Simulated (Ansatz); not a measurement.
# Re (P-1) in Ansatz: convergence with xc grid

Aim: find how far xc grid must go before the results for Re settle, at PBEsol. This setting moves, with any that are tied to it; all else stays.

Program: Ansatz 0.2.0. These are calculated values, not measurements. Logs are shortened: lines on timing, memory, paths and dates and some standing lists are left out, and cuts for length are marked.

## Step 1: The cell of the first run

The typed cell holds 2 atoms: a = 2.761 Å, b = 2.761 Å, c = 4.458 Å, α = 90.00°, β = 90.00°, γ = 120.00°.

The cell isn't the ideal one: atoms moved at random, drawn with an rms of 0.02 Å.

## Step 2: With xc grid 1

Input file input.yaml:

```yaml
crystal:
  lattice:
    - [2.7608, 0.0, 0.0]
    - [-1.3804, 2.3909229348, 0.0]
    - [0.0, 0.0, 4.4582]
  atoms:
    - { symbol: Re, position: [0.663147, 0.333082, 0.752683] }
    - { symbol: Re, position: [0.336386, 0.669281, 0.248069] }
kpoints:
  mp_grid: { grid: [7, 7, 4] }
scf:
  occupations: { method: fermi_dirac, width: 0.05 }
hamiltonian:
  xc: pbesol
  pseudopotentials: { kind: all_electron, lapw: { basis_error: 0.001 } }
output:
  forces: true
  stress: true
  eigenvalues: true
basis:
  xc_grid: 1
```

Potentials or basis: all-electron LAPW, scalar-relativistic.

Command:

```console
$ ansatz run input.yaml --threads 1 --pin off --max-ram 3072MiB --backend cpu --events-out ev --progress --plain --runs-dir out
```

Log:

```text
Warning: RAYON_NUM_THREADS=1 ignored (pool sized by the plan → 1); use --threads N
LAPW: plane waves up to 8.674 Å⁻¹, error target 1.0e-3 eV per atom; small_component_spin mean_spin; Re in spheres of 1.359 Å, 39 of its electrons in bands, Dirac shells [] (how accurate: hamiltonian.pseudopotentials.lapw.basis_error, Limitations)
Engine: ansatz 0.2.0, x86_64-unknown-linux-gnu
Pseudopotentials: kind: all_electron
Pseudopotential: Re, LAPW, valence charge 39, lapw/all_electron/scalar/gaussian/Re, Koelling and Harmon's equation, gaussian nucleus
Functional definition: PBEsol
  exchange = pbesol_x
  correlation = pbesol_c
Crystal: 2 atoms, lattice volume = 29.428 Å³
Basis set: ecut = 286.632976765754 eV, 313 PW (Γ), exchange–correlation at level 1
Bands: 47, of which v1, the nominal top of the filled ones, is band 39 counted from 1 (38 counted from 0)
Symmetry: 2 space group operations
Space group: P-1 (ITA 2), of the structure as read, at distance tolerance 3.1e-5 Å
k-points: 99 of 196
Non-local potential: Re, projectors of the file, none
Initial density: superposition of atomic densities (chi_scale 0.1, normalization cell)
[... 22 lines left out ...]
  E_band       = -4488.614513
  E_kinetic    = 1020290.696188
  E_xc         = -17826.199123
  E_electrostatic = -1910508.784093  (all electrons and nuclei)
  E_smearing   = -0.021976  (= −TS)
  E_closure    = 0.000000  (closes the sum)
  E_atoms      = -908019.370850  (free atoms, spherical and without spin; not in F)
  Σ components = -908044.309005   (vs F -908044.309005, Δ=0.00e0)
  Basis errors (estimates in eV, not in F): energy 2.2e-4 per atom: plane waves 1.9e-4 (1.0e-4 summed), levels above the bands 1.1e-117, relativity 5.8e-8, radial functions 2.1e-5, core shells 1.5e-6; eigenvalues (radial functions only) 1.7e-6; not estimated: angular momenta, meshes, grids; target (lapw.basis_error) 1.0e-3; muffin-tin radii Re 1.359 Å
--- Forces (eV/Å), atoms counted from 1 ---
  atom   1  Re     0.07489206     0.03566137     0.19122072
  atom   2  Re    -0.07489206    -0.03566137    -0.19122072
  max |Σ_I F_I| component: 0.00e0 eV/Å
--- Stress (GPa, compression-positive) ---
       -5.243659      -0.137475      -0.110611
       -0.137475      -5.100518      -0.053932
       -0.110611      -0.053932      -2.448587
  P = ⅓ Tr σ = -4.2643 GPa (-42.643 kbar)
--- Band table (eV; the first three rows and the last of 99) ---
  k-point 0: bands = ["-218.6121", "-218.6121", "-218.6113", "-218.6113", "-218.6093", "-218.6093", "-218.6062", "-218.6062", "-218.6058", "-218.6058", "-49.1072", "-48.9830", "-11.6243", "-10.5595", "-10.5532", "-10.3822", "-10.3743", "-10.3635", "-6.2166", "-6.2127", "-6.2083", "-6.2037", "-6.2035", "-6.2020", "-6.2017", "-6.2005", "-6.2003", "-6.1941", "-6.1866", "-6.1848", "-6.1795", "-6.1781", "20.7555", "24.0051", "29.0517", "29.0617", "29.0787", "29.8880", "29.9227", "30.7863", "30.8931", "31.2510", "33.9554", "34.0957", "40.5826", "44.0582", "46.0642"]
  k-point 1: bands = ["-218.6121", "-218.6121", "-218.6113", "-218.6113", "-218.6093", "-218.6093", "-218.6062", "-218.6062", "-218.6058", "-218.6058", "-49.0893", "-49.0012", "-11.4507", "-10.5595", "-10.5328", "-10.5282", "-10.4073", "-10.4015", "-6.2176", "-6.2107", "-6.2092", "-6.2090", "-6.2079", "-6.2045", "-6.2042", "-6.1954", "-6.1938", "-6.1936", "-6.1849", "-6.1837", "-6.1793", "-6.1783", "21.4805", "23.9850", "28.6594", "28.8380", "28.8497", "29.4870", "29.5236", "29.6305", "31.6745", "31.7727", "33.9770", "34.0497", "43.1345", "43.3798", "45.8367"]
  k-point 2: bands = ["-218.6121", "-218.6121", "-218.6113", "-218.6113", "-218.6093", "-218.6093", "-218.6062", "-218.6062", "-218.6058", "-218.6058", "-49.0503", "-49.0405", "-11.0474", "-10.9844", "-10.4746", "-10.4745", "-10.4616", "-10.4604", "-6.2177", "-6.2113", "-6.2106", "-6.2101", "-6.2084", "-6.2082", "-6.2050", "-6.1975", "-6.1881", "-6.1875", "-6.1852", "-6.1846", "-6.1789", "-6.1787", "23.1016", "23.1396", "28.1467", "28.3640", "28.9197", "28.9364", "28.9379", "28.9562", "33.1397", "33.1879", "33.2486", "33.2886", "43.7235", "43.9054", "47.8791"]
  k-point 98: bands = ["-218.6121", "-218.6121", "-218.6113", "-218.6113", "-218.6093", "-218.6093", "-218.6062", "-218.6062", "-218.6058", "-218.6058", "-49.0012", "-48.9587", "-11.3957", "-11.2443", "-10.9650", "-10.8123", "-10.6630", "-10.5470", "-6.2129", "-6.2089", "-6.2066", "-6.2058", "-6.2028", "-6.1996", "-6.1982", "-6.1977", "-6.1952", "-6.1941", "-6.1934", "-6.1916", "-6.1887", "-6.1850", "24.6566", "25.9236", "26.1330", "27.4051", "28.5849", "29.3025", "29.8312", "32.1179", "33.2449", "34.3958", "35.3993", "38.0146", "41.2590", "44.0654", "44.9777"]
```

It took 83 s on 1 thread of Intel Xeon at 2.50GHz (Skylake/Cascade Lake), shared host; peak memory 0.53 GiB.

Results:

```
Free energy            : -908044.3090 eV
Pressure               : -4.3 GPa
Largest force          : 0.208 eV/Å
Band gap on the k mesh : none (metal or under the smearing width)
```

## Step 3: With xc grid 2

Changes to input.yaml since step 2:

```diff
@@ -20,2 +20,2 @@
 basis:
-  xc_grid: 1
+  xc_grid: 2
```

Potentials or basis: all-electron LAPW, scalar-relativistic.

Command:

```console
$ ansatz run input.yaml --threads 1 --pin off --max-ram 3072MiB --backend cpu --events-out ev --progress --plain --runs-dir out
```

Run time: 84 s. Hardware: 1 thread of Intel Xeon at 2.50GHz (Skylake/Cascade Lake), shared host; peak memory 0.54 GiB.

Results:

```yaml
Free_energy: -908044.3090 eV
Pressure: -4.3 GPa
Largest_force: 0.208 eV/Å
Band_gap_on_the_k_mesh: none (metal or under the smearing width)
```

## Step 4: With xc grid 3

Changes to input.yaml since step 3:

```diff
@@ -20,2 +20,2 @@
 basis:
-  xc_grid: 2
+  xc_grid: 3
```

Command:

```console
$ ansatz run input.yaml --threads 1 --pin off --max-ram 3072MiB --backend cpu --events-out ev --progress --plain --runs-dir out
```

Run time: 80 s. Hardware: 1 thread of Intel Xeon at 2.50GHz (Skylake/Cascade Lake), shared host; peak memory 0.54 GiB.

Results (log left out):

- Free energy: -908044.3090 eV
- Pressure: -4.3 GPa
- Largest force: 0.208 eV/Å
- Band gap on the k mesh: none (metal or under the smearing width)

## Step 5: With xc grid 4

Changes to input.yaml since step 4:

```diff
@@ -20,2 +20,2 @@
 basis:
-  xc_grid: 3
+  xc_grid: 4
```

Command:

```console
$ ansatz run input.yaml --threads 1 --pin off --max-ram 3072MiB --backend cpu --events-out ev --progress --plain --runs-dir out
```

Run time: 78 s. Hardware: 1 thread of Intel Xeon at 2.50GHz (Skylake/Cascade Lake), shared host; peak memory 0.54 GiB.

The run converged. Its results:

```
Free energy            : -908044.3090 eV
Pressure               : -4.3 GPa
Largest force          : 0.208 eV/Å
Band gap on the k mesh : none (metal or under the smearing width)
```

## Step 6: Result

```csv
xc grid,"energy less the tightest run, at zero smearing (meV/atom)",SCF cycles,CPU time (s),peak memory (GiB)
1,0.00,8,81,0.53
2,0.00,8,83,0.54
3,0.00,8,80,0.54
4,0.00,8,78,0.54
```

Against the tightest run, the energy stays within 1 meV/atom from 1 on. The tightest run that finished is the yardstick and may itself not be fully converged.

Caveats: all runs use coarse meshes; the k mesh is thin for a metal, which can move the energy by tens of meV per atom.
